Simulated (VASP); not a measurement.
# C (Fd-3m) in VASP: a series of runs

One crystal, C, is run at these levels: PBE; tasks: relaxation of the atoms.

Program: VASP 6.6.1. These are calculated values, not measurements. Logs are shortened: lines on timing, memory, paths and dates and some standing lists are left out, and cuts for length are marked.

### 1 The structure

It takes space group Fd-3m (No. 227, cubic). Conventional cell: a = 3.572 Å, b = 3.572 Å, c = 3.572 Å, α = 90.00°, β = 90.00°, γ = 90.00°. Around C (site symmetry -43m) lie 4 C at 1.55 Å.

This isn't the form of C at room conditions, which is graphite.

### 2 Relaxation of the atoms, PBE (a relaxed cell with its volume scaled by 0.96)

The input, INCAR:

```
SYSTEM = C
PREC = Accurate
ENCUT = 600
EDIFF = 1E-7
ISMEAR = 0
SIGMA = 0.03
LREAL = .False.
LASPH = .True.
NELM = 80
ALGO = Normal
ISIF = 2
LWAVE = .False.
LCHARG = .False.
GGA = PE
IBRION = 2
NSW = 40
EDIFFG = -0.01
```

The input, KPOINTS:

```
regular mesh
0
Gamma
  14 14 14
  0 0 0
```

The input, POSCAR:

```
C                                       
1.0
    0.0000000000      1.7616699850      1.7616699850
    1.7616699850      0.0000000000      1.7616699850
    1.7616699850      1.7616699850      0.0000000000
  C             
     2
Direct
     0.0000000000000000    0.0000000000000000    0.0000000000000000
     0.2500000000000000    0.2500000000000000    0.2500000000000000
```

Potentials or basis: VASP PAW PBE potentials, release 64 (C).

Command:

```sh
> cat potpaw_PBE.64/C/POTCAR > POTCAR
> mpirun -np 1 vasp_std > vasp.out
```

OUTCAR:

```text
SYSTEM = C
   PREC = Accurate
   ENCUT = 600
   EDIFF = 1E-7
   ISMEAR = 0
   LREAL = .False.
   LASPH = .True.
   NELM = 80
   ISIF = 2
   GGA = PE
   IBRION = 2
   NSW = 40
   EDIFFG = -0.01

 ion  position               nearest neighbor table
   1  0.000  0.000  0.000-   2 1.53   2 1.53   2 1.53   2 1.53
   2  0.250  0.250  0.250-   1 1.53   1 1.53   1 1.53   1 1.53

  LATTYP: Found a face centered cubic cell.
 ALAT       =     3.5233399700

  Lattice vectors:

 A1 = (   0.0000000000,   1.7616699850,   1.7616699850)
 A2 = (   1.7616699850,   0.0000000000,   1.7616699850)
 A3 = (   1.7616699850,   1.7616699850,   0.0000000000)

Analysis of symmetry for initial positions (statically):
=====================================================================
 Subroutine PRICEL returns:
 Original cell was already a primitive cell.

 Routine SETGRP: Setting up the symmetry group for a
 face centered cubic supercell.

 Subroutine GETGRP returns: Found 48 space group operations
 (whereof 24 operations were pure point group operations)
 out of a pool of 48 trial point group operations.

The static configuration has the point symmetry T_d .
 The point group associated with its full space group is O_h .

Analysis of symmetry for dynamics (positions and initial velocities):
=====================================================================
 Subroutine PRICEL returns:
 Original cell was already a primitive cell.

 Routine SETGRP: Setting up the symmetry group for a
 face centered cubic supercell.

 Subroutine GETGRP returns: Found 48 space group operations
 (whereof 24 operations were pure point group operations)
 out of a pool of 48 trial point group operations.

The dynamic configuration has the point symmetry T_d .
 The point group associated with its full space group is O_h .

 Subroutine INISYM returns: Found 48 space group operations
 (whereof 24 operations are pure point group operations),
 and found     1 'primitive' translations

----------------------------------------------------------------------------------------

                                     Primitive cell

  volume of cell :      10.9346

  direct lattice vectors                    reciprocal lattice vectors
     0.000000000  1.761669985  1.761669985    -0.283821604  0.283821604  0.283821604
     1.761669985  0.000000000  1.761669985     0.283821604 -0.283821604  0.283821604
     1.761669985  1.761669985  0.000000000     0.283821604  0.283821604 -0.283821604

  length of vectors
     2.491377585  2.491377585  2.491377585     0.491593438  0.491593438  0.491593438

  position of ions in fractional coordinates (direct lattice)
     0.000000000  0.000000000  0.000000000
     0.250000000  0.250000000  0.250000000

  ion indices of the primitive-cell ions
   primitive index   ion index
                 1           1
                 2           2

----------------------------------------------------------------------------------------

 KPOINTS: regular mesh

Automatic generation of k-mesh.
 Grid dimensions read from file:
 generate k-points for:   14   14   14

 Generating k-lattice:

  Cartesian coordinates                     Fractional coordinates (reciprocal lattice)
    -0.020272972  0.020272972  0.020272972     0.071428571  0.000000000  0.000000000
     0.020272972 -0.020272972  0.020272972     0.000000000  0.071428571  0.000000000
     0.020272972  0.020272972 -0.020272972     0.000000000  0.000000000  0.071428571

  Length of vectors
     0.035113817  0.035113817  0.035113817

  Shift w.r.t. Gamma in fractional coordinates (k-lattice)
     0.000000000  0.000000000  0.000000000

 Subroutine IBZKPT returns following result:
 ===========================================

 Found    104 irreducible k-points:

 Following reciprocal coordinates:
            Coordinates               Weight
  0.000000  0.000000  0.000000      1.000000
  0.071429  0.000000  0.000000      8.000000
  0.142857  0.000000  0.000000      8.000000
  0.214286  0.000000  0.000000      8.000000
  0.285714  0.000000  0.000000      8.000000
  0.357143  0.000000  0.000000      8.000000
[... 16 lines left out ...]
  0.214286  0.142857  0.000000     24.000000
  0.285714  0.142857  0.000000     24.000000
 [... further k-points ...]
   k-points           NKPTS =    104   k-points in BZ     NKDIM =    104   number of bands    NBANDS=      8
   number of dos      NEDOS =    301   number of ions     NIONS =      2
   total plane-waves  NPLWV =   8000
   dimension x,y,z NGX =    20 NGY =   20 NGZ =   20
   dimension x,y,z NGXF=    40 NGYF=   40 NGZF=   40
   ions per type =               2
   NGX,Y,Z   is equivalent  to a cutoff of  13.35, 13.35, 13.35 a.u.
   NGXF,Y,Z  is equivalent  to a cutoff of  26.69, 26.69, 26.69 a.u.
 SYSTEM =  C
   PREC   = accura    normal or accurate (medium, high low for compatibility)
   ISTART =      0    job   : 0-new  1-cont  2-samecut
   ICHARG =      2    charge: 1-file 2-atom 10-const
   ISPIN  =      1    spin polarized calculation?
   LNONCOLLINEAR =      F non collinear calculations
   LSORBIT =      F    spin-orbit coupling
   LASPH  =      T    aspherical Exc in radial PAW
   ENCUT  =  600.0 eV  44.10 Ry    6.64 a.u.   4.98  4.98  4.98*2*pi/ulx,y,z
   NELM   =     80;   NELMIN=  2; NELMDL= -5     # of ELM steps
   EDIFF  = 0.1E-06   stopping-criterion for ELM
   LREAL  =      F    real-space projection
   EDIFFG = -.1E-01   stopping-criterion for IOM
   NSW    =     40    number of steps for IOM
   IBRION =      2    ionic relax: 0-MD 1-quasi-New 2-CG
   NFREE  =      1    steps in history (QN), initial steepest desc. (CG)
   ISIF   =      2    stress and relaxation
   ISYM   =      2    0-nonsym 1-usesym 2-fastsym
   POTIM  = 0.5000    time-step for ionic-motion
   TEBEG  =    0.0;   TEEND  =   0.0 temperature during run
   PSTRESS=    0.0 pullay stress
   NELECT =       8.0000    total number of electrons
   NUPDOWN=      -1.0000    fix difference up-down
   EMIN   =  10.00;   EMAX   =-10.00  energy-range for DOS
   EFERMI =   0.00;   METHOD = LEGACY
   ISMEAR =     0;   SIGMA  =   0.03  broadening in eV -4-tet -1-fermi 0-gaus
   EFERMI_NEDOS =   21; number of points for ismear=-14 and -15
   IALGO  =     38    algorithm
   IMIX   =      4    mixing-type and parameters
     AMIX     =   0.40;   BMIX     =  1.00
     AMIX_MAG =   1.60;   BMIX_MAG =  1.00
  volume/ion in A,a.u.               =       5.47        36.90
  Fermi-wavevector in a.u.,A,eV,Ry     =   1.475153  2.787634 29.607299  2.176075
  Thomas-Fermi vector in A             =   2.589837
   LORBIT       =      0    0 simple, 1 ext, 2 COOP (PROOUT), +10 PAW based schemes
   GGA     = PE    functional components
   LHFCALC =     F    Hartree Fock is set to
   AEXX    =    0.0000 exact exchange contribution
   IVDW    =     0    specifies the selected vdW correction
   LEPSILON=     F    determine dielectric tensor
   LRPA    =     F    only Hartree local field effects (RPA)
 conjugate gradient relaxation of ions
 non-spin polarized calculation
 Gauss-broadening in eV      SIGMA  =   0.03
  energy-cutoff  :      600.00
  volume of cell :       10.93
 maximum number of plane-waves:       378
   NGX =  9   NGY =  9   NGZ =  9

 number of electron       7.9999999 magnetization

 Free energy of the ion-electron system (eV)
  ---------------------------------------------------
  ext. energy  EPLUGINS =         0.00000000
  ---------------------------------------------------
  free energy    TOTEN  =       -18.16209320 eV

  energy without entropy =      -18.16209320  energy(sigma->0) =      -18.16209320

 E-fermi :  10.4260     XC(G=0): -13.4359

 val. band max:       10.2671443918   @ k =   0.0000   0.0000   0.0000
 cond. band min:      14.4792317863   @ k =   0.3571   0.3571   0.0000
 fundamental gap:      4.2120873945
 Fermi energy:        10.4259603342

 k-point     1 :       0.0000    0.0000    0.0000
  band No.  band energies     occupation
      1     -11.7094      2.00000
      2      10.2671      2.00000
      3      10.2671      2.00000
      4      10.2671      2.00000
      5      15.9587      0.00000
      6      15.9587      0.00000
      7      15.9587      0.00000
      8      24.4504      0.00000

 k-point     2 :       0.0714    0.0000    0.0000
  band No.  band energies     occupation
      1     -11.5646      2.00000
      2       9.3050      2.00000
      3      10.0139      2.00000
      4      10.0139      2.00000
      5      16.2901      0.00000
      6      16.2901      0.00000
      7      16.5490      0.00000
      8      24.5508      0.00000

 k-point     3 :       0.1429    0.0000    0.0000
  band No.  band energies     occupation
      1     -11.1312      2.00000
      2       7.2055      2.00000
      3       9.4261      2.00000
      4       9.4261      2.00000
      5      17.0641      0.00000
      6      17.0641      0.00000
      7      17.5848      0.00000
      8      24.8416      0.00000

 k-point     4 :       0.2143    0.0000    0.0000
  band No.  band energies     occupation
      1     -10.4130      2.00000
      2       4.7524      2.00000
      3       8.7649      2.00000
      4       8.7649      2.00000
      5      17.8913      0.00000
      6      17.8913      0.00000
      7      18.4366      0.00000
      8      25.2726      0.00000

 k-point     5 :       0.2857    0.0000    0.0000
  band No.  band energies     occupation
      1      -9.4193      2.00000
      2       2.2565      2.00000
      3       8.1794      2.00000
      4       8.1794      2.00000
      5      18.4903      0.00000
      6      18.4903      0.00000
      7      19.0115      0.00000
      8      25.7321      0.00000
[... 177 lines left out ...]
 k-point    22 :       0.1429    0.1429    0.0000
  band No.  band energies     occupation
      1     -10.9387      2.00000
      2       8.0926      2.00000
      3       8.0926      2.00000
      4       8.5694      2.00000
      5      15.4413      0.00000
      6      18.7978      0.00000
      7      18.7978      0.00000
      8      24.0162      0.00000

 k-point    23 :       0.2143    0.1429    0.0000
  band No.  band energies     occupation
      1     -10.4121      2.00000
      2       6.3541      2.00000
      3       7.3828      2.00000
      4       8.2001      2.00000
      5      15.6185      0.00000
      6      19.8172      0.00000
      7      19.8324      0.00000
      8      23.3759      0.00000

 k-point    24 :       0.2857    0.1429    0.0000
  band No.  band energies     occupation
      1      -9.6049      2.00000
      2       4.0914      2.00000
      3       6.8233      2.00000
      4       7.6140      2.00000
      5      16.3129      0.00000
      6      20.5764      0.00000
      7      20.6074      0.00000
      8      23.0226      0.00000

 [... further k-points ...]
[... 5 lines left out ...]
  --------------------------------------------------------------------------------------
  -------------------------------------------------------------------------------------
  Total        1.3064210      1.3064210      1.3064210      0.0000000      0.0000000     -0.0000000
  in kB      191.4212238    191.4212238    191.4212238      0.0000000      0.0000000     -0.0000000
  external PRESSURE =     191.4212238 kB  Pullay stress =       0.0000000 kB

 VOLUME and BASIS-vectors are now :
 -----------------------------------------------------------------------------
  energy-cutoff  :      600.00
  volume of cell :       10.93
      direct lattice vectors                 reciprocal lattice vectors
     0.000000000  1.761669985  1.761669985    -0.283821604  0.283821604  0.283821604
     1.761669985  0.000000000  1.761669985     0.283821604 -0.283821604  0.283821604
     1.761669985  1.761669985  0.000000000     0.283821604  0.283821604 -0.283821604

 POSITION                                       TOTAL-FORCE (eV/Angst)
 -----------------------------------------------------------------------------------
      0.00000      0.00000      0.00000         0.000000      0.000000      0.000000
      0.88083      0.88083      0.88083        -0.000000     -0.000000     -0.000000
 -----------------------------------------------------------------------------------
    total drift:                                0.000000      0.000000      0.000000

  FREE ENERGIE OF THE ION-ELECTRON SYSTEM (eV)
  ---------------------------------------------------
  free  energy   TOTEN  =       -18.1620932032 eV

  energy  without entropy=      -18.1620932032  energy(sigma->0) =      -18.16209320

 reached required accuracy - stopping structural energy minimisation
```

Wall time 8.3 s (1 thread of Intel Xeon Platinum 8559C (Emerald Rapids), shared host); peak memory 0.12 GiB.

What came out:

| Property | Result |
| --- | --- |
| Free energy | -18.1621 eV |
| Pressure after relaxing | 19.1 GPa |
| Band gap on the k mesh | 4.21 eV, indirect (least direct gap 5.69 eV) |

Final structure:
```cif
data_structure
_symmetry_space_group_name_H-M 'P 1'
_symmetry_Int_Tables_number 1
_cell_length_a 2.4914
_cell_length_b 2.4914
_cell_length_c 2.4914
_cell_angle_alpha 60.000
_cell_angle_beta 60.000
_cell_angle_gamma 60.000
_cell_volume 10.93
loop_
_atom_site_label
_atom_site_type_symbol
_atom_site_fract_x
_atom_site_fract_y
_atom_site_fract_z
_atom_site_occupancy
C1 C 0.00000 0.00000 0.00000 1
C2 C 0.25000 0.25000 0.25000 1
```

Caveat: the relaxation stopped at its first step, so nothing moved. A k mesh can miss the band edges.

### 3 Relaxation of the atoms, PBE (a relaxed cell with its volume scaled by 0.98)

INCAR is that of step 2.

KPOINTS is that of step 2.

The input, POSCAR:

```
C                                       
1.0
    0.0000000000      1.7738198171      1.7738198171
    1.7738198171      0.0000000000      1.7738198171
    1.7738198171      1.7738198171      0.0000000000
  C             
     2
Direct
     0.0000000000000000    0.0000000000000000    0.0000000000000000
     0.2500000000000000    0.2500000000000000    0.2500000000000000
```

Potentials or basis: VASP PAW PBE potentials, release 64 (C).

Command:

```sh
> cat potpaw_PBE.64/C/POTCAR > POTCAR
> mpirun -np 1 vasp_std > vasp.out
```

It took 8.1 s on 1 thread of Intel Xeon Platinum 8559C (Emerald Rapids), shared host; peak memory 0.12 GiB.

It converged, with:

```
Free energy             : -18.1832 eV
Pressure after relaxing : 9.1 GPa
Band gap on the k mesh  : 4.17 eV, indirect (least direct gap 5.63 eV)
```

Final structure:
```cif
data_structure
_symmetry_space_group_name_H-M 'P 1'
_symmetry_Int_Tables_number 1
_cell_length_a 2.5086
_cell_length_b 2.5086
_cell_length_c 2.5086
_cell_angle_alpha 60.000
_cell_angle_beta 60.000
_cell_angle_gamma 60.000
_cell_volume 11.16
loop_
_atom_site_label
_atom_site_type_symbol
_atom_site_fract_x
_atom_site_fract_y
_atom_site_fract_z
_atom_site_occupancy
C1 C 0.00000 0.00000 0.00000 1
C2 C 0.25000 0.25000 0.25000 1
```

Levels at points of the mesh, in eV from the valence-band top:
```tsv
k point	band 1	band 2	band 3	band 4	band 5	band 6	band 7	band 8
(0.00, 0.00, 0.00)	-21.69	0.00	0.00	0.00	5.63	5.63	5.63	13.70
(0.50, 0.00, 0.00)	-15.83	-13.55	-2.84	-2.84	8.53	8.53	9.07	15.85
(0.50, 0.50, 0.00)	-12.88	-12.88	-6.40	-6.40	4.79	4.79	17.05	17.05
```

Caveat: the relaxation stopped at its first step, so nothing moved.

### 4 Relaxation of the atoms, PBE

INCAR is that of step 3.

KPOINTS is that of step 3.

The input, POSCAR:

```
C                                       
1.0
    0.0000000000      1.7858054497      1.7858054497
    1.7858054497      0.0000000000      1.7858054497
    1.7858054497      1.7858054497      0.0000000000
  C             
     2
Direct
     0.0000000000000000    0.0000000000000000    0.0000000000000000
     0.2500000000000000    0.2500000000000000    0.2500000000000000
```

Command:

```sh
> cat potpaw_PBE.64/C/POTCAR > POTCAR
> mpirun -np 1 vasp_std > vasp.out
```

Wall time 9.4 s (1 thread of Intel Xeon Platinum 8559C (Emerald Rapids), shared host); peak memory 0.12 GiB.

The run converged. Its results:

* Free energy: -18.1905 eV
* Pressure after relaxing: 0.0 GPa
* Band gap on the k mesh: 4.12 eV, indirect (least direct gap 5.58 eV)

Final structure:
```
C
1.0
     0.00000    1.78581    1.78581
     1.78581    0.00000    1.78581
     1.78581    1.78581    0.00000
C
2
Direct
  0.00000 0.00000 0.00000
  0.25000 0.25000 0.25000
```

Levels at points of the mesh, in eV from the valence-band top:
```
           k point  band 1  band 2  band 3  band 4  band 5  band 6  band 7  band 8
(0.00, 0.00, 0.00)  -21.42    0.00    0.00    0.00    5.58    5.58    5.58   13.24
(0.50, 0.00, 0.00)  -15.67  -13.33   -2.79   -2.79    8.44    8.44    8.79   15.66
(0.50, 0.50, 0.00)  -12.74  -12.74   -6.27   -6.27    4.75    4.75   16.74   16.74
```

Caveat: the relaxation stopped at its first step, so nothing moved. A k mesh can miss the band edges.

[end of part 1 of 3]
